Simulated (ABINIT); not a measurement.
# TiC (Fm-3m) in ABINIT: reference runs

Aim: a first look at TiC with PBE, on the cell as given and on a disturbed one.

All numbers are computed with ABINIT 10.8.3 (patched build); they aren't measurements. Logs are shortened: lines on timing, memory, paths and dates and some standing lists are left out, and cuts for length are marked. The log counts tension as positive stress, the text compression.

## 1. The crystal as given

It takes space group Fm-3m (No. 225, cubic). Conventional cell: a = 4.331 Å, b = 4.331 Å, c = 4.331 Å, α = 90.00°, β = 90.00°, γ = 90.00°. Ti (site symmetry m-3m) has 6 C at 2.17 Å as nearest neighbours. C (site symmetry m-3m) is surrounded by 6 Ti at 2.17 Å.

The cell is a database's computed one.

## 2. Single point, PBE

Input file run.abi:

```
# Pseudopotentials
pp_dirpath "./"
pseudos "Ti.GGA_PBE-JTH.xml, C.GGA_PBE-JTH.xml"

# Structure
acell 3*1.0 Angstrom
rprim
     0.0000000000     2.1657188437     2.1657188437
     2.1657188437     0.0000000000     2.1657188437
     2.1657188437     2.1657188437     0.0000000000
ntypat 2
znucl 22 6
natom 2
typat 1 2
xred
     0.0000000000     0.0000000000     0.0000000000
     0.5000000000     0.5000000000     0.5000000000

# Plane-wave basis
ecut 19.0
pawecutdg 38.0

# k points
kptopt 1
ngkpt 11 11 11
nshiftk 1
shiftk 0.0 0.0 0.0

# Exchange and correlation
ixc 11

# Bands and occupations
nband 12
occopt 3
tsmear 0.05 eV

# SCF cycle
nstep 100
tolvrs 1.0e-9

# Output
iomode 3
prtwf 0
prteig 0
prtebands 0
prtden 1
prtvha 1
prtvclmb 1
prtpot 1
```

Potentials or basis: JTH PAW PBE v2.0.

On the command line:

```console
$ abinit run.abi > log 2>&1
```

run.abo:

```text
.Version 10.8.3 of ABINIT
 Symmetries : space group Fm -3 m (#225); Bravais cF (face-center cubic)
================================================================================
 Values of the parameters that define the memory need of the present run
     intxc =       0    ionmov =       0      iscf =      17    lmnmax =      18
     lnmax =       6     mgfft =      24  mpssoang =       3    mqgrid =    3001
     natom =       2  nloc_mem =       2    nspden =       1   nspinor =       1
    nsppol =       1      nsym =      48    n1xccc =       1    ntypat =       2
    occopt =       3   xclevel =       2
       mpw =         556          nfft =       13824          nkpt =          56
 PAW method is used; the additional fine FFT grid is defined by:
   mgfftf=        36    nfftf =     46656
================================================================================
================================================================================

--------------------------------------------------------------------------------
------------- Echo of variables that govern the present computation ------------
--------------------------------------------------------------------------------
 -outvars: echo values of preprocessed input variables --------
            acell      1.8897261259E+00  1.8897261259E+00  1.8897261259E+00 Bohr
              amu      4.78800000E+01  1.20110000E+01
             ecut      1.90000000E+01 Hartree
                       outvar_i_n : Printing only first  50 k-points.
              ixc          11
                       outvar_i_n : Printing only first  50 k-points.
         kptrlatt       11    0    0      0   11    0      0    0   11
          kptrlen      6.36661555E+01
            natom           2
            nband          12
            ngfft          24      24      24
          ngfftdg          36      36      36
             nkpt          56
            nstep         100
             nsym          48
           ntypat           2
                       prtocc : prtvol=0, do not print more k-points.
           occopt           3
        pawecutdg      3.80000000E+01 Hartree
         pawxcdev           0
        prtebands           0
           prteig           0
           prtpot           1
         prtvclmb           1
           prtvha           1
            prtwf           0
            rprim      0.0000000000E+00  2.1657188437E+00  2.1657188437E+00
                       2.1657188437E+00  0.0000000000E+00  2.1657188437E+00
                       2.1657188437E+00  2.1657188437E+00  0.0000000000E+00
          spgroup         225
           tolvrs      1.00000000E-09
           tsmear      1.83746611E-03 Hartree
            typat      1  2
           useylm           1
                       outvars : Printing only first  50 k-points.
           xangst      0.0000000000E+00  0.0000000000E+00  0.0000000000E+00
                       2.1657188437E+00  2.1657188437E+00  2.1657188437E+00
[... 140 lines left out ...]
    1       0.000000000000      0.000000000000      0.000000000000
    2       0.000000000000      0.000000000000      0.000000000000

 cartesian coordinates (angstrom) at end:
    1      0.00000000000000     0.00000000000000     0.00000000000000
    2      2.16571884370000     2.16571884370000     2.16571884370000

 cartesian forces (hartree/bohr) at end:
    1     -0.00000000000000    -0.00000000000000    -0.00000000000000
    2     -0.00000000000000    -0.00000000000000    -0.00000000000000
 frms,max,avg= 0.0000000E+00 0.0000000E+00   0.000E+00  0.000E+00  0.000E+00 h/b

 cartesian forces (eV/Angstrom) at end:
    1     -0.00000000000000    -0.00000000000000    -0.00000000000000
    2     -0.00000000000000    -0.00000000000000    -0.00000000000000
 frms,max,avg= 0.0000000E+00 0.0000000E+00   0.000E+00  0.000E+00  0.000E+00 e/A
 length scales=  1.889726125908  1.889726125908  1.889726125908 bohr
              =  1.000000000000  1.000000000000  1.000000000000 angstroms
 Fermi (or HOMO) energy (hartree) =   0.33251   Average Vxc (hartree)=  -0.45280
 Eigenvalues (hartree) for nkpt=  56  k points:
 kpt#   1, nband= 12, wtk=  0.00075, kpt=  0.0000  0.0000  0.0000 (reduced coord)
  -1.74812   -0.86727   -0.86727   -0.86727   -0.12575    0.35571    0.35571    0.35571
   0.39179    0.39179    0.39238    0.39345
      occupation numbers for kpt#   1
   2.00000    2.00000    2.00000    2.00000    2.00000    0.00001    0.00001    0.00001
   0.00000    0.00000    0.00000    0.00000
 prteigrs : prtvol=0 or 1, do not print more k-points.

--- !EnergyTerms
iteration_state     : {dtset: 1, }
comment             : Components of total free energy in Hartree
kinetic             :  1.10328971420215E+01
hartree             :  1.08103776742760E+01
xc                  : -5.43528711377906E+00
Ewald energy        : -5.12015050544116E+01
psp_core            :  3.48593686256421E+00
local_psp           : -3.37304216107073E+01
PAW spherical_terms :  5.80378272801596E-01
internal            : -6.44576238272346E+01
'-kT*entropy'       : -8.71585975434939E-05
total_energy        : -6.44577109858321E+01
total_energy_eV     : -1.75398367016729E+03
...

--- !EnergyTermsDC
iteration_state     : {dtset: 1, }
comment             : '"Double-counting" decomposition of free energy'
band_energy         : -7.43417748017934E+00
Ewald energy        : -5.12015050544116E+01
psp_core            :  3.48593686256421E+00
xc_dc               : -1.03438476453901E+01
PAW spherical_terms :  1.03596912380954E+00
internal            : -6.44576241936073E+01
'-kT*entropy'       : -8.71585975434939E-05
total_energy_dc     : -6.44577113522049E+01
total_energy_dc_eV  : -1.75398368013680E+03
...

--- !EnergyTermsWithPAWCore
iteration_state     : {dtset: 1, }
comment             : 'Components of total free energy, including PAW core contributions'
Total energy        : -8.91974666098938E+02
Total energy DC     : -8.91974666465311E+02
Total energy (eV)   : -2.42718671608481E+04
Total energy DC (eV): -2.42718671708177E+04
...

 Cartesian components of stress tensor (hartree/bohr^3)
  sigma(1 1)= -2.38313521E-05  sigma(3 2)=  0.00000000E+00
  sigma(2 2)= -2.38313521E-05  sigma(3 1)=  0.00000000E+00
  sigma(3 3)= -2.38313521E-05  sigma(2 1)=  0.00000000E+00

-Cartesian components of stress tensor (GPa)         [Pressure=  7.0114E-01 GPa]
- sigma(1 1)= -7.01142585E-01  sigma(3 2)=  0.00000000E+00
- sigma(2 2)= -7.01142585E-01  sigma(3 1)=  0.00000000E+00
- sigma(3 3)= -7.01142585E-01  sigma(2 1)=  0.00000000E+00

== END DATASET(S) ==============================================================
================================================================================

 -outvars: echo values of variables after computation  --------
            acell      1.8897261259E+00  1.8897261259E+00  1.8897261259E+00 Bohr
           etotal     -6.4457711352E+01
            fcart     -0.0000000000E+00 -0.0000000000E+00 -0.0000000000E+00
                      -0.0000000000E+00 -0.0000000000E+00 -0.0000000000E+00
            rprim      0.0000000000E+00  2.1657188437E+00  2.1657188437E+00
                       2.1657188437E+00  0.0000000000E+00  2.1657188437E+00
                       2.1657188437E+00  2.1657188437E+00  0.0000000000E+00
           strten     -2.3831352077E-05 -2.3831352077E-05 -2.3831352077E-05
                       0.0000000000E+00  0.0000000000E+00  0.0000000000E+00
           xangst      0.0000000000E+00  0.0000000000E+00  0.0000000000E+00
                       2.1657188437E+00  2.1657188437E+00  2.1657188437E+00
             xred      0.0000000000E+00  0.0000000000E+00  0.0000000000E+00
                       5.0000000000E-01  5.0000000000E-01  5.0000000000E-01
 Calculation completed.
```

It took 15 s on 1 thread of Arm Neoverse V1, shared host; peak memory 0.11 GiB.

Results:

```
Free energy                                           : -1753.9837 eV
Pressure                                              : 0.7 GPa
Band gap on the k mesh                                : none (metal or under the smearing width)
Valence electrons inside the program's atomic spheres : Ti 10.36; C 2.43
```

## 3. Single point, PBE (atoms moved at random, drawn with an rms of 0.05 Å)

Input file run.abi:

```
# Pseudopotentials
pp_dirpath "./"
pseudos "Ti.GGA_PBE-JTH.xml, C.GGA_PBE-JTH.xml"

# Structure
acell 5.7878323139 5.7878323139 5.7878323139
rprim
     0.0000000000     0.7071067812     0.7071067812
     0.7071067812     0.0000000000     0.7071067812
     0.7071067812     0.7071067812     0.0000000000
ntypat 2
znucl 22 6
natom 2
typat 1 2
xred
    -0.0179180000     0.0215340000    -0.0071780000
     0.4843900000     0.5074340000     0.5141740000
chkprim 0
chksymtnons 0
tolsym 1.0e-6

# Plane-wave basis
ecut 19.0
pawecutdg 38.0

# k points
kptopt 1
ngkpt 11 11 11
nshiftk 1
shiftk 0.0 0.0 0.0

# Exchange and correlation
ixc 11

# Bands and occupations
nband 12
occopt 3
tsmear 0.05 eV

# SCF cycle
nstep 100
tolvrs 1.0e-9

# Output
iomode 3
prtwf 0
prtden 0
prteig 0
prtebands 0
```

Potentials or basis: JTH PAW PBE v2.0.

On the command line:

```console
$ abinit run.abi > log 2>&1
```

run.abo:

```text
.Version 10.8.3 of ABINIT
 Symmetries : space group P1 (#  1); Bravais aP (primitive triclinic)
================================================================================
 Values of the parameters that define the memory need of the present run
     intxc =       0    ionmov =       0      iscf =      17    lmnmax =      18
     lnmax =       6     mgfft =      24  mpssoang =       3    mqgrid =    3001
     natom =       2  nloc_mem =       2    nspden =       1   nspinor =       1
    nsppol =       1      nsym =       1    n1xccc =       1    ntypat =       2
    occopt =       3   xclevel =       2
       mpw =         556          nfft =       13824          nkpt =         666
 PAW method is used; the additional fine FFT grid is defined by:
   mgfftf=        36    nfftf =     46656
================================================================================
================================================================================

--------------------------------------------------------------------------------
------------- Echo of variables that govern the present computation ------------
--------------------------------------------------------------------------------
 -outvars: echo values of preprocessed input variables --------
            acell      5.7878323139E+00  5.7878323139E+00  5.7878323139E+00 Bohr
              amu      4.78800000E+01  1.20110000E+01
          chkprim           0
      chksymtnons           0
             ecut      1.90000000E+01 Hartree
                       outvar_i_n : Printing only first  50 k-points.
              ixc          11
                       outvar_i_n : Printing only first  50 k-points.
         kptrlatt       11    0    0      0   11    0      0    0   11
[... 225 lines left out ...]
total_energy_dc_eV  : -1.75396739304895E+03
...

--- !EnergyTermsWithPAWCore
iteration_state     : {dtset: 1, }
comment             : 'Components of total free energy, including PAW core contributions'
Total energy        : -8.91974068215637E+02
Total energy DC     : -8.91974067925872E+02
Total energy (eV)   : -2.42718508916147E+04
Total energy DC (eV): -2.42718508837298E+04
...

 Cartesian components of stress tensor (hartree/bohr^3)
  sigma(1 1)= -2.87369449E-05  sigma(3 2)= -7.46572763E-06
  sigma(2 2)= -5.25402858E-05  sigma(3 1)= -2.35014746E-06
  sigma(3 3)= -3.30144507E-05  sigma(2 1)=  4.48003495E-06

-Cartesian components of stress tensor (GPa)         [Pressure=  1.1209E+00 GPa]
- sigma(1 1)= -8.45470108E-01  sigma(3 2)= -2.19649290E-01
- sigma(2 2)= -1.54578858E+00  sigma(3 1)= -6.91437255E-02
- sigma(3 3)= -9.71318674E-01  sigma(2 1)=  1.31807179E-01

== END DATASET(S) ==============================================================
================================================================================

 -outvars: echo values of variables after computation  --------
            acell      5.7878323139E+00  5.7878323139E+00  5.7878323139E+00 Bohr
           etotal     -6.4457112813E+01
            fcart      2.8385847798E-03  9.2952049742E-03 -4.7481071294E-03
                      -2.8385847798E-03 -9.2952049742E-03  4.7481071294E-03
            rprim      0.0000000000E+00  7.0710678120E-01  7.0710678120E-01
                       7.0710678120E-01  0.0000000000E+00  7.0710678120E-01
                       7.0710678120E-01  7.0710678120E-01  0.0000000000E+00
           strten     -2.8736944876E-05 -5.2540285794E-05 -3.3014450688E-05
                      -7.4657276283E-06 -2.3501474600E-06  4.4800349508E-06
           xangst      3.1091059700E-02 -5.4350880066E-02  7.8312393336E-03
                       2.2125156950E+00  2.1626088700E+00  2.1480119250E+00
             xred     -1.7918000000E-02  2.1534000000E-02 -7.1780000000E-03
                       4.8439000000E-01  5.0743400000E-01  5.1417400000E-01
 Calculation completed.
```

Wall time 2.5 min (1 thread of Arm Neoverse V1, shared host); peak memory 0.26 GiB.

Results:

| Item | Value |
| --- | --- |
| Free energy | -1753.9674 eV |
| Pressure | 1.1 GPa |
| Largest force | 0.556 eV/Å |
| Band gap on the k mesh | none (metal or under the smearing width) |
| Valence electrons inside the program's atomic spheres | Ti 10.36; C 2.42 |

Forces on the atoms (eV/Å):
```
Ti   0.146  0.478 -0.244
C   -0.146 -0.478  0.244
```

Stress tensor (GPa, compression positive):
```
 0.85 -0.13  0.07
-0.13  1.55  0.22
 0.07  0.22  0.97
```
